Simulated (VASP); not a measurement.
# CdTe (F-43m) in VASP: single point with PBE

Aim: the single point of CdTe with PBE.

Program: VASP 6.6.1. These are calculated values, not measurements. Logs are shortened: lines on timing, memory, paths and dates and some standing lists are left out, and cuts for length are marked.

**The experiment to reproduce.**

A printed reference work, data compilation reports, for a bulk crystal of CdTe at 0 K: band gap 1.607 eV.

How close the calculation comes is told below.

## Step 1: The cell of the first run

It takes space group F-43m (No. 216, cubic). The conventional cell has a = 6.577 Å, b = 6.577 Å, c = 6.577 Å, α = 90.00°, β = 90.00°, γ = 90.00°. Within 3.8 Å of Cd (site symmetry -43m) lie 4 Te at 2.85 Å. Within 3.8 Å of Te (site symmetry -43m) lie 4 Cd at 2.85 Å.

## Step 2: Single point, PBE

Input file INCAR:

```
PREC = Accurate
ENCUT = 500
EDIFF = 1E-6
ISMEAR = 0
SIGMA = 0.01
LREAL = F
LASPH = T
NELM = 120
ALGO = Normal
ISIF = 2
LWAVE = F
LCHARG = F
GGA = PE
NBANDS = 16
GGA_COMPAT = F
```

Input file KPOINTS:

```
Automatic mesh
0
Gamma
  6 6 6
```

Input file POSCAR:

```
CdTe
1.0
    0.0000000000      3.2882837455      3.2882837455
    3.2882837455      0.0000000000      3.2882837455
    3.2882837455      3.2882837455      0.0000000000
Cd Te
1 1
Direct
    0.0000000000      0.0000000000      0.0000000000
    0.2500000000      0.2500000000      0.2500000000
```

Potentials or basis: VASP PAW PBE potentials, release 64 (Cd, Te).

Started as:

```sh
$ cat potpaw_PBE.64/Cd/POTCAR potpaw_PBE.64/Te/POTCAR > POTCAR
$ mpirun -np 1 vasp_std > vasp.out
```

OUTCAR:

```text
PREC = Accurate
   ENCUT = 500
   EDIFF = 1E-6
   ISMEAR = 0
   LREAL = F
   LASPH = T
   NELM = 120
   ISIF = 2
   GGA = PE

 ion  position               nearest neighbor table
   1  0.000  0.000  0.000-   2 2.85   2 2.85   2 2.85   2 2.85
   2  0.250  0.250  0.250-   1 2.85   1 2.85   1 2.85   1 2.85

  LATTYP: Found a face centered cubic cell.
 ALAT       =     6.5765674910

  Lattice vectors:

 A1 = (   0.0000000000,   3.2882837455,   3.2882837455)
 A2 = (   3.2882837455,   0.0000000000,   3.2882837455)
 A3 = (   3.2882837455,   3.2882837455,   0.0000000000)

Analysis of symmetry for initial positions (statically):
=====================================================================
 Subroutine PRICEL returns:
 Original cell was already a primitive cell.

 Routine SETGRP: Setting up the symmetry group for a
 face centered cubic supercell.

 Subroutine GETGRP returns: Found 24 space group operations
 (whereof 24 operations were pure point group operations)
 out of a pool of 48 trial point group operations.

The static configuration has the point symmetry T_d .

Analysis of symmetry for dynamics (positions and initial velocities):
=====================================================================
 Subroutine PRICEL returns:
 Original cell was already a primitive cell.

 Routine SETGRP: Setting up the symmetry group for a
 face centered cubic supercell.

 Subroutine GETGRP returns: Found 24 space group operations
 (whereof 24 operations were pure point group operations)
 out of a pool of 48 trial point group operations.

The dynamic configuration has the point symmetry T_d .

 Subroutine INISYM returns: Found 24 space group operations
 (whereof 24 operations are pure point group operations),
 and found     1 'primitive' translations

----------------------------------------------------------------------------------------

                                     Primitive cell

  volume of cell :      71.1112

  direct lattice vectors                    reciprocal lattice vectors
     0.000000000  3.288283745  3.288283745    -0.152055005  0.152055005  0.152055005
     3.288283745  0.000000000  3.288283745     0.152055005 -0.152055005  0.152055005
     3.288283745  3.288283745  0.000000000     0.152055005  0.152055005 -0.152055005

  length of vectors
     4.650335470  4.650335470  4.650335470     0.263366993  0.263366993  0.263366993

  position of ions in fractional coordinates (direct lattice)
     0.000000000  0.000000000  0.000000000
[... 69 lines left out ...]
   EDIFF  = 0.1E-05   stopping-criterion for ELM
   LREAL  =      F    real-space projection
   EDIFFG = 0.1E-04   stopping-criterion for IOM
   NSW    =      0    number of steps for IOM
   IBRION =     -1    ionic relax: 0-MD 1-quasi-New 2-CG
   NFREE  =      0    steps in history (QN), initial steepest desc. (CG)
   ISIF   =      2    stress and relaxation
   ISYM   =      2    0-nonsym 1-usesym 2-fastsym
   POTIM  = 0.5000    time-step for ionic-motion
   TEBEG  =    0.0;   TEEND  =   0.0 temperature during run
   PSTRESS=    0.0 pullay stress
   NELECT =      18.0000    total number of electrons
   NUPDOWN=      -1.0000    fix difference up-down
   EMIN   =  10.00;   EMAX   =-10.00  energy-range for DOS
   EFERMI =   0.00;   METHOD = LEGACY
   ISMEAR =     0;   SIGMA  =   0.01  broadening in eV -4-tet -1-fermi 0-gaus
   EFERMI_NEDOS =   21; number of points for ismear=-14 and -15
   IALGO  =     38    algorithm
   IMIX   =      4    mixing-type and parameters
     AMIX     =   0.40;   BMIX     =  1.00
     AMIX_MAG =   1.60;   BMIX_MAG =  1.00
  volume/ion in A,a.u.               =      35.56       239.94
  Fermi-wavevector in a.u.,A,eV,Ry     =   1.035587  1.956975 14.591424  1.072439
  Thomas-Fermi vector in A             =   2.169937
   LORBIT       =      0    0 simple, 1 ext, 2 COOP (PROOUT), +10 PAW based schemes
   GGA     = PE    functional components
   LHFCALC =     F    Hartree Fock is set to
   AEXX    =    0.0000 exact exchange contribution
   IVDW    =     0    specifies the selected vdW correction
   LEPSILON=     F    determine dielectric tensor
   LRPA    =     F    only Hartree local field effects (RPA)
 non-spin polarized calculation
 Gauss-broadening in eV      SIGMA  =   0.01
  energy-cutoff  :      500.00
  volume of cell :       71.11
 maximum number of plane-waves:      1821
 NGX is ok and might be reduce to    36
   NGX = 17   NGY = 17   NGZ = 17

 number of electron      18.0000007 magnetization

 Free energy of the ion-electron system (eV)
  ---------------------------------------------------
  ext. energy  EPLUGINS =         0.00000000
  ---------------------------------------------------
  free energy    TOTEN  =        -4.80308336 eV

  energy without entropy =       -4.80308336  energy(sigma->0) =       -4.80308336

 E-fermi :   2.0435     XC(G=0):  -8.3899

 val. band max:        1.9609511853   @ k =   0.0000   0.0000   0.0000
 cond. band min:       2.5981612862   @ k =   0.0000   0.0000   0.0000
 fundamental gap:      0.6372101009
 Fermi energy:         2.0434704698

 k-point     1 :       0.0000    0.0000    0.0000
  band No.  band energies     occupation
      1      -8.9701      2.00000
      2      -6.1873      2.00000
      3      -6.1873      2.00000
      4      -6.1873      2.00000
      5      -5.9582      2.00000
      6      -5.9582      2.00000
[... 281 lines left out ...]
      3      -6.0700      2.00000
      4      -5.9989      2.00000
      5      -5.9463      2.00000
      6      -5.4625      2.00000
[... 8 lines left out ...]
     15      12.8474      0.00000
     16      13.1773      0.00000

------------------------ aborting loop because EDIFF is reached ----------------------------------------

  FORCE on cell =-STRESS in cart. coord.  units (eV):
  Direction    XX          YY          ZZ          XY          YZ          ZX
  --------------------------------------------------------------------------------------
  -------------------------------------------------------------------------------------
  Total        0.3690610      0.3690610      0.3690610     -0.0000000      0.0000000      0.0000000
  in kB        8.3151658      8.3151658      8.3151658     -0.0000000      0.0000000      0.0000000
  external PRESSURE =       8.3151658 kB  Pullay stress =       0.0000000 kB

 VOLUME and BASIS-vectors are now :
 -----------------------------------------------------------------------------
  energy-cutoff  :      500.00
  volume of cell :       71.11
      direct lattice vectors                 reciprocal lattice vectors
     0.000000000  3.288283745  3.288283745    -0.152055005  0.152055005  0.152055005
     3.288283745  0.000000000  3.288283745     0.152055005 -0.152055005  0.152055005
     3.288283745  3.288283745  0.000000000     0.152055005  0.152055005 -0.152055005

 POSITION                                       TOTAL-FORCE (eV/Angst)
 -----------------------------------------------------------------------------------
      0.00000      0.00000      0.00000        -0.000000      0.000000      0.000000
      1.64414      1.64414      1.64414         0.000000     -0.000000     -0.000000
 -----------------------------------------------------------------------------------
    total drift:                                0.000000      0.000000     -0.000000

  FREE ENERGIE OF THE ION-ELECTRON SYSTEM (eV)
  ---------------------------------------------------
  free  energy   TOTEN  =        -4.8030833579 eV

  energy  without entropy=       -4.8030833579  energy(sigma->0) =       -4.80308336
```

Run time: 29 s. Hardware: 1 thread of Intel Xeon 8259CL, shared host; peak memory 0.21 GiB.

What came out:

```
Free energy            : -4.8031 eV
Pressure               : 0.8 GPa
Band gap on the k mesh : 0.64 eV
```

Caveat: spin-orbit coupling is left out, which moves the levels of the heavy elements.

## Step 3: Against experiment

Step 2. A measured gap of CdTe is 1.607 eV (0 K; a printed reference work, data compilation); the calculated 0.64 eV misses it by -0.97 eV. Spin-orbit coupling on Cd, Te is left out. The value is that of PBE, without temperature or zero-point motion. Semilocal functionals fall short of measured gaps as a rule.
